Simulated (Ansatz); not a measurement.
Computed with DFT PBE, scalar-relativistic, plane waves, PAW in Ansatz 0.2.0. Settings: cutoff 420 eV, Γ-centred meshes no coarser than 0.19 Å⁻¹ for metals and 0.3 Å⁻¹ for insulators (2π included), Gaussian smearing.

These are static lattice energies at zero pressure. Larger cells and other orderings weren't all tried, so the list isn't exhaustive. For metals, differences of a few meV/atom aren't resolved. No run is spin-polarised.

4 distinct structures were compared, and only named types are asked about.

Which is lower for NbAs, the rock salt or the tungsten carbide structure, and by how much?

The tungsten carbide structure, by 442 meV/atom. It takes 17.7 Å³/atom against 18.3.

Which is lower for NbAs, the tungsten carbide or the zinc blende structure, and by how much?

The tungsten carbide structure, by 979 meV/atom. It takes 17.7 Å³/atom against 24.6.

Which is lower for NbAs, the zinc blende or the rock salt structure, and by how much?

The rock salt structure, by 537 meV/atom. It takes 18.3 Å³/atom against 24.6.